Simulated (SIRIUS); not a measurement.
# PtS2 and the effect of the dispersion correction

The structure is triclinic, space group P1 (No. 1). Conventional cell: a = 3.543 Å, b = 3.543 Å, c = 5.039 Å, α = 90.00°, β = 90.00°, γ = 120.00°. Pt (site symmetry 1) is surrounded by 6 S at 2.31 to 2.38 Å. Around S (site symmetry 1) lie 3 Pt at 2.36 to 2.38 Å. Around S (site symmetry 1) lie 3 Pt at 2.31 to 2.37 Å.

Kept alike: task relaxation of the atoms; functional PBE; k mesh 4 × 4 × 2; occupations fermi-dirac, width 0.05 eV; no spin polarisation. Program: SIRIUS, all-electron FP-LAPW, apw+lo standard, cutoff 252 eV. The mesh is that of the run's cell of 3 atoms. No spin-orbit coupling.

| dispersion correction | band gap (eV) |
| --- | --- |
| D3(zero) | 0.694 |
| D3(BJ) | 0.700 |
| D4 | 0.699 |
| none | 0.709 |

The k mesh is coarse, so the values aren't converged. A gap read on the mesh alone can miss an edge between its points.

The band gap runs from 0.694 (D3(zero)) to 0.709 eV (none).
